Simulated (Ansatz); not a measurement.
Consider the formal exchange of groups at the Se–Al bond: `C[Se][AlH][OH]` + `N#CCC#N` → `C[Se]CC#N` + `N#[C][AlH][OH]`.

Calculated with Ansatz (gas phase, PBE0-D4/def2-TZVP geometries, no zero-point term in ΔE). CCSD(T)/CBS is the MP2 limit (def2-TZVPP, def2-QZVPP) plus CCSD(T) − MP2 in def2-TZVPP, frozen cores. Functionals use def2-TZVPP. For Se outer-core shells are correlated without core-valence functions, which leaves a few kJ/mol of doubt a bond. Scalar relativity is left out up to krypton. Each species was taken in one conformer, which may not be the lowest.

Task: Is it downhill or uphill in electronic energy at CCSD(T)/CBS, and by how much? (Best estimate.)

Result: Computed: Uphill: ΔE = +44.8 kJ/mol.

Task: What do these levels give: PBE-D4, PBE0-D4, B2PLYP, PBE, PBE0, HF/def2-TZVPP, SCS-MP2/def2-TZVPP, CCSD(T)/def2-TZVPP, HF/def2-QZVPP, MP2/def2-QZVPP, SCS-MP2/def2-QZVPP, MP2/CBS(def2)? (Estimate.)

Result: The calculation gave: PBE-D4 52.6, PBE0-D4 54.8, B2PLYP 44.5, PBE 54.4, PBE0 56.3, HF/def2-TZVPP 48.9, SCS-MP2/def2-TZVPP 39.3, CCSD(T)/def2-TZVPP 41.4, HF/def2-QZVPP 48.1, MP2/def2-QZVPP 42.5, SCS-MP2/def2-QZVPP 40.9, MP2/CBS(def2) 44.2 kJ/mol.

Largest T1 diagnostic among the species: 0.014.

In def2-TZVPP, CCSD(T) changes the Hartree–Fock value by −7.5 kJ/mol (the triples alone add −1.3 kJ/mol) and MP2 by −8.1 kJ/mol.
